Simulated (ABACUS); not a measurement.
# ZrB2 (P6/mmm) in ABACUS: notebook

One crystal, ZrB2, is run at these levels: PBE; tasks: equation of state.

Program: ABACUS 3.10.1. These are calculated values, not measurements. Logs are shortened: lines on timing, memory, paths and dates and some standing lists are left out, and cuts for length are marked.

**1. The crystal as given**

Symmetry: P6/mmm, No. 191, hexagonal system. Conventional cell: a = 3.170 Å, b = 3.170 Å, c = 3.533 Å, α = 90.00°, β = 90.00°, γ = 120.00°. Zr (site symmetry 6/mmm) has 12 B at 2.54 Å as nearest neighbours. Around B (site symmetry -6m2) lie 3 B at 1.83 Å.

**2. Equation of state, PBE, 9.63 Å³/atom (volume scaled by 0.94)**

File INPUT:

```
INPUT_PARAMETERS
suffix              ZrB2
calculation         scf
basis_type          lcao
pseudo_dir          ./
orbital_dir         ./
symmetry            1
dft_functional      pbe
ecutwfc             100
pseudo_rcut         10
nspin               1
nbands              13
ks_solver           genelpa
smearing_method     fd
smearing_sigma      0.00367493
scf_thr             1e-07
scf_nmax            100
mixing_type         broyden
mixing_beta         0.7
cal_force           1
cal_stress          1
out_mul             1
```

File STRU:

```
ATOMIC_SPECIES
Zr 91.2240 Zr.upf
B 10.8100 B.upf

NUMERICAL_ORBITAL
Zr_confined-atom_8au_3s2p2d1f.orb
B_confined-atom_7au_2s2p1d.orb

LATTICE_CONSTANT
1.8897261246

LATTICE_VECTORS
3.1052879646 0.0000000000 0.0000000000
-1.5526439823 2.6892582634 0.0000000000
0.0000000000 0.0000000000 3.4608777221

ATOMIC_POSITIONS
Direct

Zr
0.0
1
0.0000000000 0.0000000000 0.0000000000 1 1 1

B
0.0
2
0.6666666667 0.3333333333 0.5000000000 1 1 1
0.3333333333 0.6666666667 0.5000000000 1 1 1
```

File KPT:

```
K_POINTS
0
Gamma
10 10 8 0 0 0
```

Potentials or basis: PseudoDojo NC SR 0.4.1 PBE standard, DZP LCAO (the cutoffs set its grid).

Launch:

```
OMP_NUM_THREADS=1 mpirun -np 4 abacus > log
```

running log:

```text
ABACUS v3.10.1

               Atomic-orbital Based Ab-initio Computation at UStc

 ------------------------------------------------------------------------------------

 READING GENERAL INFORMATION
                           global_out_dir = OUT.ZrB2/
                           global_in_card = INPUT
                               pseudo_dir = ./
                              orbital_dir = ./
                                    DSIZE = 4
                                    GSIZE = 1

 READING UNITCELL INFORMATION
                                    ntype = 2
                  lattice constant (Bohr) = 1.88973
              lattice constant (Angstrom) = 1

 READING ATOM TYPE 1
                               atom label = Zr
                      L=0, number of zeta = 3
                      L=1, number of zeta = 2
                      L=2, number of zeta = 2
                      L=3, number of zeta = 1
             number of atom for this type = 1

 READING ATOM TYPE 2
                               atom label = B
                      L=0, number of zeta = 2
                      L=1, number of zeta = 2
                      L=2, number of zeta = 1
             number of atom for this type = 2

                        TOTAL ATOM NUMBER = 3
DIRECT COORDINATES
    atom                   x                   y                   z     mag                  vx                  vy                  vz
taud_Zr1            0.0000000000        0.0000000000        0.0000000000  0.0000        0.0000000000        0.0000000000        0.0000000000
taud_B1            0.6666666667        0.3333333333        0.5000000000  0.0000        0.0000000000        0.0000000000        0.0000000000
taud_B2            0.3333333333        0.6666666667        0.5000000000  0.0000        0.0000000000        0.0000000000        0.0000000000

                          Volume (Bohr^3) = 195.037
                             Volume (A^3) = 28.9015

 Lattice vectors: (Cartesian coordinate: in unit of a_0)
             +3.10529                  +0                  +0
             -1.55264            +2.68926                  +0
                   +0                  +0            +3.46088
 Reciprocal vectors: (Cartesian coordinate: in unit of 2 pi/a_0)
            +0.322031           +0.185925                  -0
                   -0            +0.37185                  -0
                   +0                  -0           +0.288944
 The esolver type has been set to : ksdft_lcao

                PAO radial cut off (Bohr) = 10

 Read in pseudopotential file is Zr.upf
                     pseudopotential type = NC
          exchange-correlation functional = PBE
                 nonlocal core correction = 1
                        valence electrons = 12
                                     lmax = 2
                           number of zeta = 4
                     number of projectors = 6
                           L of projector = 0
[... 5 lines left out ...]
                PAO radial cut off (Bohr) = 10

 Read in pseudopotential file is B.upf
                     pseudopotential type = NC
          exchange-correlation functional = PBE
                 nonlocal core correction = 1
                        valence electrons = 3
                                     lmax = 1
                           number of zeta = 2
                     number of projectors = 4
                           L of projector = 0
                           L of projector = 0
                           L of projector = 1
                           L of projector = 1
     initial pseudo atomic orbital number = 18

 SETUP THE ELECTRONS NUMBER
            electron number of element Zr = 12
      total electron number of element Zr = 12
             electron number of element B = 3
       total electron number of element B = 6
            AUTOSET number of electrons:  = 18
                           occupied bands = 9
                                   NLOCAL = 52
                                   NBANDS = 13
                                   NBANDS = 13
                                   NLOCAL = 52

%%%%%%%%%%%%%%%%%%%%%%%%%%%%%%%%%%%%%%%%%%%%%%%%%%%%%%%%%%%%%%%%%%%%%%%%%%%%%%%%%%%%%%%%%%%%%%%%%%%%%%%%%%
 Warning: the number of valence electrons in pseudopotential > 4 for Zr: [Kr] 4d2 5s2
 Pseudopotentials with additional electrons can yield (more) accurate outcomes, but may be less efficient.
 If you're confident that your chosen pseudopotential is appropriate, you can safely ignore this warning.
%%%%%%%%%%%%%%%%%%%%%%%%%%%%%%%%%%%%%%%%%%%%%%%%%%%%%%%%%%%%%%%%%%%%%%%%%%%%%%%%%%%%%%%%%%%%%%%%%%%%%%%%%%

 SETUP THE PLANE WAVE BASIS
 energy cutoff for charge/potential (unit:Ry) = 400
            fft grid for charge/potential = [ 40, 40, 45 ]
                        fft grid division = [ 5, 5, 3 ]
        big fft grid for charge/potential = [ 8, 8, 15 ]
                                     nbxx = 256
[... 69 lines left out ...]

 PARALLEL PW FOR WAVE FUNCTIONS
     PROC   COLUMNS(POT)             PW
        1             75           1167
        2             75           1167
        3             76           1168
        4             75           1165
 --------------- sum -------------------
        4            301           4667

 SET NONLOCAL PSEUDOPOTENTIAL PROJECTORS
 SET NONLOCAL PSEUDOPOTENTIAL PROJECTORS
 max number of nonlocal projetors among all species is 6

 -------------------------------------------
 SELF-CONSISTENT
 -------------------------------------------

 SETUP SEARCHING RADIUS FOR PROGRAM TO SEARCH ADJACENT ATOMS
                  longest orb rcut (Bohr) = 8
   longest nonlocal projector rcut (Bohr) = 1.58
                     search radius (Bohr) = 19.2
              searching radius is (Bohr)) = 19.2
         searching radius unit is (Bohr)) = 1.89
                         PeriodicBoundary = 1
                        Radius(unit:lat0) = 10.1
                                   glayer = [ 5, 5, 4 ]
                             glayer_minus = [ 4, 4, 3 ]

Find the coordinate range of the input atom(unit:lat0).
                                  min_tau = [ -18.6, -10.8, -10.4 ]
                                  max_tau = [ 20.2, 12.5, 12.1 ]
                                BoxNumber = [ 9, 9, 7 ]

 SETUP EXTENDED REAL SPACE GRID FOR GRID INTEGRATION
                          real space grid = [ 40, 40, 45 ]
                 big cell numbers in grid = [ 8, 8, 15 ]
             meshcell numbers in big cell = [ 5, 5, 3 ]
                        extended fft grid = [ 13, 13, 19 ]
                dimension of extened grid = [ 35, 35, 54 ]
                            UnitCellTotal = 125
              Atom number in sub-FFT-grid = 3
    Local orbitals number in sub-FFT-grid = 52
                                ParaV.nnr = 56278
                                 init_chg = atomic

 LCAO ALGORITHM --------------- ION=   1  ELEC=   1--------------------------------

 Density error is 0.102340082808
----------------------------------------------------------
     Energy           Rydberg                 eV
----------------------------------------------------------
 E_KohnSham     -113.1182038844      -1539.0521203533
 E_Harris       -115.1757443681      -1567.0463947979
 E_Fermi        1.2669185768         17.2373115461
----------------------------------------------------------
[... 69 lines left out ...]
 Density error is 5.64984574597e-08
----------------------------------------------------------
     Energy           Rydberg                 eV
----------------------------------------------------------
 E_KohnSham     -113.2125263533      -1540.3354433800
 E_KS(sigma->0) -113.2124273905      -1540.3340969223
 E_Harris       -113.2125269096      -1540.3354509493
 E_band         -0.3823890586        -5.2026700501
 E_one_elec     -1.1211446528        -15.2539555610
 E_Hartree      11.7958887446        160.4912999005
 E_xc           -25.2833998954       -343.9983033894
 E_Ewald        -98.6036726241       -1341.5717914147
 E_entropy(-TS) -0.0001979256        -0.0026929155
 E_descf        0.0000000000         0.0000000000
 E_exx          0.0000000000         0.0000000000
 E_Fermi        1.2364749743         16.8231050854
----------------------------------------------------------

 charge density convergence is achieved
 final etot is -1540.3354434 eV
 EFERMI = 16.823105085 eV

 STATE ENERGY(eV) AND OCCUPATIONS    NSPIN == 1
 1/70 kpoint (Cartesian) = 0.0000 0.0000 0.0000 (822 pws)
       1       -31.5573     0.00250000
       2       -9.77842     0.00250000
       3       -9.12732     0.00250000
       4       -9.12732     0.00250000
       5        3.92562     0.00250000
       6        14.1589     0.00250000
       7        14.1589     0.00250000
       8        14.1964     0.00250000
       9        14.6057     0.00250000
      10        20.6009    3.84439e-36
      11        20.6009    3.84439e-36
      12        21.4107    3.54958e-43
      13        21.4107    3.54958e-43
[... 61 lines left out ...]
 6/70 kpoint (Cartesian) = 0.16102 0.27889 0.0000 (861 pws)
       1       -31.4064     0.00750000
       2       -10.2732     0.00750000
       3       -9.55853     0.00750000
       4       -9.38700     0.00750000
       5        7.68379     0.00750000
       6        8.39849     0.00750000
       7        12.7972     0.00750000
       8        13.7877     0.00750000
       9        14.0606     0.00750000
      10        19.2833    3.20665e-24
      11        19.4028    2.93783e-25
      12        22.2485    5.63405e-50
      13        22.3710    4.86026e-51

[... levels at 64 further k points ...]

 correction force for each atom along direction 1 is 1.10282e-14
 correction force for each atom along direction 2 is 1.15694e-14
 correction force for each atom along direction 3 is 2.74965e-14
------------------------------------------------------------------------------------------
 TOTAL-FORCE (eV/Angstrom)
------------------------------------------------------------------------------------------
                       Zr1         0.0000000000         0.0000000000         0.0000000000
                        B1         0.0000000000         0.0000000000         0.0000000000
                        B2         0.0000000000         0.0000000000         0.0000000000
------------------------------------------------------------------------------------------

----------------------------------------------------------------
 TOTAL-STRESS (KBAR)
----------------------------------------------------------------
       185.8730055562        -0.0000000000        -0.0000000000
         0.0000000000       185.8730055575        -0.0000000000
         0.0000000000         0.0000000000       178.7584900547
----------------------------------------------------------------
 TOTAL-PRESSURE: 183.501500 KBAR

 --------------------------------------------
 !FINAL_ETOT_IS -1540.3354433800211609 eV
 --------------------------------------------
```

It took 7.2 s on 4 MPI ranks of INTEL XEON PLATINUM 8581C at 2.30GHz (Emerald Rapids), shared host; peak memory 0.48 GiB.

Results:

| Item | Value |
| --- | --- |
| Free energy | -1540.3354 eV |
| Pressure | 18.4 GPa |
| Band gap on the k mesh | none (metal or under the smearing width) |
| Mulliken charges | Zr +0.71; B -0.35 e |

Caveat: the atomic orbitals were generated for these runs and aren't a published set; Mulliken charges move with the basis; the basis of atomic orbitals isn't converged, which shifts pressures, moduli and gaps.

**3. Equation of state, PBE, 9.84 Å³/atom (volume scaled by 0.96)**

INPUT is that of step 2.

Changes to STRU since step 2:

```diff
@@ -12,5 +12,5 @@
 LATTICE_VECTORS
-3.1052879646 0.0000000000 0.0000000000
--1.5526439823 2.6892582634 0.0000000000
-0.0000000000 0.0000000000 3.4608777221
+3.1271569103 0.0000000000 0.0000000000
+-1.5635784551 2.7081973259 0.0000000000
+0.0000000000 0.0000000000 3.4852509034
```

KPT is that of step 2.

Potentials or basis: PseudoDojo NC SR 0.4.1 PBE standard, DZP LCAO (the cutoffs set its grid).

Launch:

```
OMP_NUM_THREADS=1 mpirun -np 4 abacus > log
```

Run time: 7 s. Hardware: 4 MPI ranks of INTEL XEON PLATINUM 8581C at 2.30GHz (Emerald Rapids), shared host; peak memory 0.48 GiB.

It converged, with:

* Free energy: -1540.3937 eV
* Pressure: 12.1 GPa
* Band gap on the k mesh: none (metal or under the smearing width)
* Mulliken charges: Zr +0.70; B -0.35 e

Caveat: the atomic orbitals were generated for these runs and aren't a published set; Mulliken charges move with the basis; the basis of atomic orbitals isn't converged, which shifts pressures, moduli and gaps.

**4. Equation of state, PBE, 10.04 Å³/atom (volume scaled by 0.98)**

INPUT is that of step 3.

Changes to STRU since step 3:

```diff
@@ -12,5 +12,5 @@
 LATTICE_VECTORS
-3.1271569103 0.0000000000 0.0000000000
--1.5635784551 2.7081973259 0.0000000000
-0.0000000000 0.0000000000 3.4852509034
+3.1487241912 0.0000000000 0.0000000000
+-1.5743620956 2.7268751391 0.0000000000
+0.0000000000 0.0000000000 3.5092878761
```

KPT is that of step 3.

Launch:

```
OMP_NUM_THREADS=1 mpirun -np 4 abacus > log
```

Wall time 6.8 s (4 MPI ranks of INTEL XEON PLATINUM 8581C at 2.30GHz (Emerald Rapids), shared host); peak memory 0.48 GiB.

It converged, with:

```yaml
Free_energy: -1540.4293 eV
Pressure: 6.5 GPa
Band_gap_on_the_k_mesh: none (metal or under the smearing width)
Mulliken_charges: Zr +0.69; B -0.34 e
```

Caveat: the atomic orbitals were generated for these runs and aren't a published set; Mulliken charges move with the basis; the basis of atomic orbitals isn't converged, which shifts pressures, moduli and gaps.

**5. Equation of state, PBE, 10.25 Å³/atom**

INPUT is that of step 4.

Changes to STRU since step 4:

```diff
@@ -12,5 +12,5 @@
 LATTICE_VECTORS
-3.1487241912 0.0000000000 0.0000000000
--1.5743620956 2.7268751391 0.0000000000
-0.0000000000 0.0000000000 3.5092878761
+3.1700000000 0.0000000000 0.0000000000
+-1.5850000000 2.7453005300 0.0000000000
+0.0000000000 0.0000000000 3.5330000000
```

KPT is that of step 4.

Launch:

```
OMP_NUM_THREADS=1 mpirun -np 4 abacus > log
```

It took 6.7 s on 4 MPI ranks of INTEL XEON PLATINUM 8581C at 2.30GHz (Emerald Rapids), shared host; peak memory 0.48 GiB.

Results (log left out):

```yaml
Free_energy: -1540.4441 eV
Pressure: 1.4 GPa
Band_gap_on_the_k_mesh: none (metal or under the smearing width)
Mulliken_charges: Zr +0.67; B -0.34 e
```

Caveat: the atomic orbitals were generated for these runs and aren't a published set; Mulliken charges move with the basis; the basis of atomic orbitals isn't converged, which shifts pressures, moduli and gaps.

**6. Equation of state, PBE, 10.45 Å³/atom (volume scaled by 1.02)**

INPUT is that of step 5.

Changes to STRU since step 5:

```diff
@@ -12,5 +12,5 @@
 LATTICE_VECTORS
-3.1700000000 0.0000000000 0.0000000000
--1.5850000000 2.7453005300 0.0000000000
-0.0000000000 0.0000000000 3.5330000000
+3.1909939893 0.0000000000 0.0000000000
+-1.5954969947 2.7634818581 0.0000000000
+0.0000000000 0.0000000000 3.5563980329
```

KPT is that of step 5.

Potentials or basis: PseudoDojo NC SR 0.4.1 PBE standard, DZP LCAO (the cutoffs set its grid).

Launch:

```
OMP_NUM_THREADS=1 mpirun -np 4 abacus > log
```

It took 7.2 s on 4 MPI ranks of INTEL XEON PLATINUM 8581C at 2.30GHz (Emerald Rapids), shared host; peak memory 0.48 GiB.

Results (log left out):

| Item | Value |
| --- | --- |
| Free energy | -1540.4403 eV |
| Pressure | -3.3 GPa |
| Band gap on the k mesh | none (metal or under the smearing width) |
| Mulliken charges | Zr +0.66; B -0.33 e |

Caveat: the atomic orbitals were generated for these runs and aren't a published set; Mulliken charges move with the basis; the basis of atomic orbitals isn't converged, which shifts pressures, moduli and gaps.

**7. Equation of state, PBE, 10.66 Å³/atom (volume scaled by 1.04)**

INPUT is that of step 6.

Changes to STRU since step 6:

```diff
@@ -12,5 +12,5 @@
 LATTICE_VECTORS
-3.1909939893 0.0000000000 0.0000000000
--1.5954969947 2.7634818581 0.0000000000
-0.0000000000 0.0000000000 3.5563980329
+3.2117153101 0.0000000000 0.0000000000
+-1.6058576551 2.7814270483 0.0000000000
+0.0000000000 0.0000000000 3.5794921737
```

KPT is that of step 6.

Launch:

```
OMP_NUM_THREADS=1 mpirun -np 4 abacus > log
```

Run time: 6.9 s. Hardware: 4 MPI ranks of INTEL XEON PLATINUM 8581C at 2.30GHz (Emerald Rapids), shared host; peak memory 0.48 GiB.

It converged, with:

- Free energy: -1540.4195 eV
- Pressure: -7.5 GPa
- Band gap on the k mesh: none (metal or under the smearing width)
- Mulliken charges: Zr +0.65; B -0.32 e

Caveat: the atomic orbitals were generated for these runs and aren't a published set; Mulliken charges move with the basis; the basis of atomic orbitals isn't converged, which shifts pressures, moduli and gaps.

**8. Equation of state, PBE, 10.86 Å³/atom (volume scaled by 1.06)**

INPUT is that of step 7.

Changes to STRU since step 7:

```diff
@@ -12,5 +12,5 @@
 LATTICE_VECTORS
-3.2117153101 0.0000000000 0.0000000000
--1.6058576551 2.7814270483 0.0000000000
-0.0000000000 0.0000000000 3.5794921737
+3.2321726471 0.0000000000 0.0000000000
+-1.6160863235 2.7991436218 0.0000000000
+0.0000000000 0.0000000000 3.6022921016
```

KPT is that of step 7.

Launch:

```
OMP_NUM_THREADS=1 mpirun -np 4 abacus > log
```

It took 6.7 s on 4 MPI ranks of INTEL XEON PLATINUM 8581C at 2.30GHz (Emerald Rapids), shared host; peak memory 0.48 GiB.

The run converged. Its results:

| Item | Value |
| --- | --- |
| Free energy | -1540.3833 eV |
| Pressure | -11.3 GPa |
| Band gap on the k mesh | none (metal or under the smearing width) |
| Mulliken charges | Zr +0.64; B -0.32 e |

Caveat: the atomic orbitals were generated for these runs and aren't a published set; Mulliken charges move with the basis; the basis of atomic orbitals isn't converged, which shifts pressures, moduli and gaps.

**9. Equation of state, PBE**

Potentials or basis: PseudoDojo NC SR 0.4.1 PBE standard, DZP LCAO (the cutoffs set its grid).

No new run: the results of the series are fitted here.

What came out:

| Property | Result |
| --- | --- |
| Equilibrium volume | 10.31 Å³/atom |
| Bulk modulus at fixed shape and positions | 238 GPa |
| Pressure derivative of the bulk modulus | 3.9 |

Energy against volume, from the lowest point:
| volume (Å³/atom) | energy (meV/atom) |
| --- | --- |
| 9.634 | 36.23 |
| 9.839 | 16.80 |
| 10.044 | 4.96 |
| 10.249 | 0.00 |
| 10.454 | 1.28 |
| 10.659 | 8.22 |
| 10.864 | 20.29 |

Caveat: the atomic orbitals were generated for these runs and aren't a published set; the cell was scaled at fixed shape and fractional positions, which overstates the stiffness of a crystal with free parameters, most of all of layers and chains; the basis of atomic orbitals isn't converged, which shifts pressures, moduli and gaps.
